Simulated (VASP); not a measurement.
A run of VASP 6.6.1 is set up as follows.

File INCAR:

```
PREC     = Accurate       # precision mode
ENCUT    = 600            # plane-wave cutoff, eV
EDIFF    = 1E-6           # SCF threshold, eV
ISMEAR   = 1              # smearing method
SIGMA    = 0.1            # smearing width, eV
LREAL    = False          # projectors in reciprocal space
LASPH    = True           # aspherical terms in the spheres
NELM     = 80             # most SCF steps
ALGO     = Normal         # electronic algorithm
ISIF     = 3              # what is computed and relaxed
LWAVE    = False          # write WAVECAR
LCHARG   = False          # write CHGCAR
GGA      = CA             # functional
IBRION   = 2              # ionic algorithm
NSW      = 90             # ionic steps
EDIFFG   = -0.01          # ionic threshold
PSTRESS  = 211.0
```

Contents of KPOINTS:

```
regular mesh
0
Gamma
  18 18 18
```

The input POSCAR:

```
Cu
1.0
    0.0000000000      1.8075000000      1.8075000000
    1.8075000000      0.0000000000      1.8075000000
    1.8075000000      1.8075000000      0.0000000000
Cu
1
Direct
    0.0000000000      0.0000000000      0.0000000000
```

Potentials or basis: VASP PAW LDA potentials, release 64 (Cu).

Launch:

```console
$ cat potpaw_LDA.64/Cu/POTCAR > POTCAR
$ mpirun -np 1 vasp_std > vasp.out
```

Q: Predict the band gap on the k mesh.

A: None (metal or under the smearing width).

Q: What does it give for the relaxed cell?

A: a = 2.417 Å, b = 2.417 Å, c = 2.417 Å, α = 60.00°, β = 60.00°, γ = 60.00°.

Q: What does it give for the space group after relaxing (to 0.05 Å)?

A: Fm-3m (No. 225).

Final structure:
```
Cu
1.0
     0.00000    1.70912    1.70912
     1.70912    0.00000    1.70912
     1.70912    1.70912    0.00000
Cu
1
Direct
  0.00000 0.00000 0.00000
```

Caveat: the cell is relaxed towards a set pressure, so the enthalpy falls and the energy may rise. Zero-point motion and thermal expansion aren't in these numbers.
